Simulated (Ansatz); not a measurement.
# N started at a bond centre in diamond Si, 65 atoms, charge +1

How does the host give way around this defect, what does it cost to form, and which levels does it put into the gap? The levels of theory are PBEsol, HSE06 and r²SCAN.

Method: density functional theory in Ansatz 0.2.0, PAW datasets, plane waves.

**1. Starting point**

65 atoms (64 Si, 1 N); a = 10.866 Å, b = 10.866 Å, c = 10.866 Å, α = 90.00°, β = 90.00°, γ = 90.00°. All atoms were shaken off their sites by about 0.02 Å along each axis. Defect site 1: (0.562, 0.562, 0.562). Starting moments add up to 2 μB.

The runs, in order: (2) PBEsol relaxation at the single k point (¼, ¼, ¼), on 1 × NVIDIA GB300 Max-Q with 8 threads of Arm Neoverse-V2; (3) HSE06 single point at the single k point (¼, ¼, ¼), on 1 × NVIDIA GB300 Max-Q with 8 threads of Arm Neoverse-V2; (4) r²SCAN single point at the single k point (¼, ¼, ¼), on 1 × NVIDIA GB300 Max-Q with 8 threads of Arm Neoverse-V2.

**2. Relaxation of the positions (PBEsol)**

in.yaml reads:

```yaml
crystal:
  lattice:
    - [10.865579, 0.000000, 0.000000]
    - [0.000000, 10.865579, 0.000000]
    - [0.000000, 0.000000, 10.865579]
  atoms:
    - { symbol: Si, position: [0.999494, 0.002955, 0.997239] }
    - { symbol: Si, position: [0.997699, 0.999463, 0.500389] }
    - { symbol: Si, position: [0.997988, 0.497930, 0.000547] }
    - { symbol: Si, position: [0.997384, 0.498865, 0.497574] }
    - { symbol: Si, position: [0.500707, 0.997121, 0.997327] }
    - { symbol: Si, position: [0.501085, 0.998079, 0.498588] }
    - { symbol: Si, position: [0.502255, 0.502198, 0.003694] }
    - { symbol: Si, position: [0.472887, 0.473559, 0.467921], spin: 0.4 }
    - { symbol: Si, position: [0.125573, 0.125212, 0.123210] }
    - { symbol: Si, position: [0.123852, 0.125195, 0.625519] }
    - { symbol: Si, position: [0.124551, 0.626097, 0.125539] }
    - { symbol: Si, position: [0.125142, 0.622668, 0.624577] }
    - { symbol: Si, position: [0.624291, 0.125466, 0.124828] }
    - { symbol: Si, position: [0.624685, 0.127529, 0.624074] }
    - { symbol: Si, position: [0.626902, 0.629537, 0.127089] }
    - { symbol: Si, position: [0.649962, 0.650749, 0.654432], spin: 0.4 }
    - { symbol: Si, position: [0.252745, 0.249406, 0.998745] }
    - { symbol: Si, position: [0.247021, 0.251435, 0.501190] }
    - { symbol: Si, position: [0.250158, 0.750769, 0.998365] }
    - { symbol: Si, position: [0.250098, 0.745087, 0.498167] }
    - { symbol: Si, position: [0.748718, 0.249966, 0.998878] }
    - { symbol: Si, position: [0.750743, 0.249926, 0.500722] }
    - { symbol: Si, position: [0.750061, 0.753183, 0.999913] }
    - { symbol: Si, position: [0.746808, 0.749709, 0.501215], spin: 0.4 }
    - { symbol: Si, position: [0.377713, 0.375229, 0.124044] }
    - { symbol: Si, position: [0.370869, 0.374480, 0.628567] }
    - { symbol: Si, position: [0.373269, 0.877649, 0.128029] }
    - { symbol: Si, position: [0.374790, 0.875656, 0.625335] }
    - { symbol: Si, position: [0.874879, 0.374425, 0.124803] }
    - { symbol: Si, position: [0.874042, 0.376320, 0.626992] }
    - { symbol: Si, position: [0.874283, 0.873075, 0.125673] }
    - { symbol: Si, position: [0.874954, 0.876569, 0.624303] }
    - { symbol: Si, position: [0.251881, 0.999278, 0.252478] }
    - { symbol: Si, position: [0.249700, 0.993978, 0.752705] }
    - { symbol: Si, position: [0.248227, 0.503273, 0.247862] }
    - { symbol: Si, position: [0.251912, 0.499375, 0.750417] }
    - { symbol: Si, position: [0.749079, 0.001818, 0.250969] }
    - { symbol: Si, position: [0.751087, 0.002367, 0.751142] }
    - { symbol: Si, position: [0.752145, 0.498999, 0.248780] }
    - { symbol: Si, position: [0.748173, 0.500649, 0.747410], spin: 0.4 }
    - { symbol: Si, position: [0.374601, 0.124236, 0.376070] }
    - { symbol: Si, position: [0.374162, 0.125461, 0.879216] }
    - { symbol: Si, position: [0.372898, 0.625144, 0.374201] }
    - { symbol: Si, position: [0.374793, 0.627732, 0.874768] }
    - { symbol: Si, position: [0.874420, 0.125567, 0.374757] }
    - { symbol: Si, position: [0.876109, 0.126423, 0.875210] }
    - { symbol: Si, position: [0.874900, 0.624207, 0.374738] }
    - { symbol: Si, position: [0.875939, 0.627230, 0.878284] }
    - { symbol: Si, position: [0.000901, 0.250930, 0.247002] }
    - { symbol: Si, position: [0.999938, 0.246832, 0.750227] }
    - { symbol: Si, position: [0.000888, 0.748628, 0.251264] }
    - { symbol: Si, position: [0.998296, 0.747193, 0.753147] }
    - { symbol: Si, position: [0.499996, 0.246493, 0.250127] }
    - { symbol: Si, position: [0.499179, 0.251310, 0.749408] }
    - { symbol: Si, position: [0.501429, 0.753774, 0.250175] }
    - { symbol: Si, position: [0.498856, 0.748996, 0.748674] }
    - { symbol: Si, position: [0.120736, 0.376035, 0.377497] }
    - { symbol: Si, position: [0.125021, 0.375574, 0.873399] }
    - { symbol: Si, position: [0.123904, 0.874208, 0.374727] }
    - { symbol: Si, position: [0.125131, 0.874480, 0.879557] }
    - { symbol: Si, position: [0.627502, 0.375566, 0.372636] }
    - { symbol: Si, position: [0.622735, 0.374349, 0.874120] }
    - { symbol: Si, position: [0.627942, 0.878575, 0.372143] }
    - { symbol: Si, position: [0.623950, 0.872944, 0.875406] }
    - { symbol: N, position: [0.563709, 0.565926, 0.561947], spin: 0.4 }
  symmetry: { detect: false }
kpoints:
  mp_grid: { grid: [1, 1, 1], shift: [0.25, 0.25, 0.25] }
hamiltonian:
  xc: pbesol
total_charge: 1
magnetization:
  spin_polarized: true
scf:
  occupations: { method: fermi_dirac, width: 0.01 }
relax:
  f_tol: 0.03
  max_steps: 80
  escape_saddle: false
  adjacent_minimum: "off"
output:
  forces: true
  eigenvalues: true
  populations: true
  charged_corrections: { epsilon: 11.7 }
```

Run with:

```bash
> ansatz run in.yaml --threads 8 --pin off --max-ram 118750MiB --runs-dir r --events-out ev --progress --plain --backend cuda --devices 0,
```

After this run come: HSE06 single point; r²SCAN single point.

**Question.** What will these runs give? Wanted: for each run, formation energy; host gap; top filled to lowest empty; moment.

As calculated:

| level | time | formation energy (eV) | host gap (eV) | top filled to lowest empty (eV) | moment (μB) |
| --- | --- | --- | --- | --- | --- |
| PBEsol, relaxation | 10 s (GPU) | 2.20 | 0.57 | 0.32 | 2.00 |
| HSE06 | 40 s (GPU) | 2.36 | 1.32 | 0.90 | 2.00 |
| r²SCAN | 9.2 s (GPU) | 2.22 | 0.89 | 0.53 | 2.00 |

```
            quantity                             value
          relaxation  6 recorded steps, 1.39 eV gained
       largest shift                     0.20 Å (Si40)
largest local moment                     +0.81 μB on N
```

Relaxation gains 1.39 eV, with shifts up to 0.20 Å (Si40). The formation energy at E_F = VBM goes from 2.20 eV (PBEsol) to 2.36 eV (HSE06), as the host gap goes from 0.57 to 1.32 eV. The reservoirs are the elements' reference phases; where the defect changes the composition, the value depends on that choice. r²SCAN puts 2 localised levels over 0.1 eV inside the gap, at 0.34 (empty), 0.34 (empty) eV, the tightest of them shared by about 10 atoms. Exact exchange costs time: HSE06 ran about 4.4 times as long as r²SCAN on the same kind of device. The host's edges were read at Γ, so band-like levels at this k point need not coincide with them. One k point and a cell of this size can leave errors of several tenths of an eV. The dielectric constant of 11.7 in the correction is an assumed value.
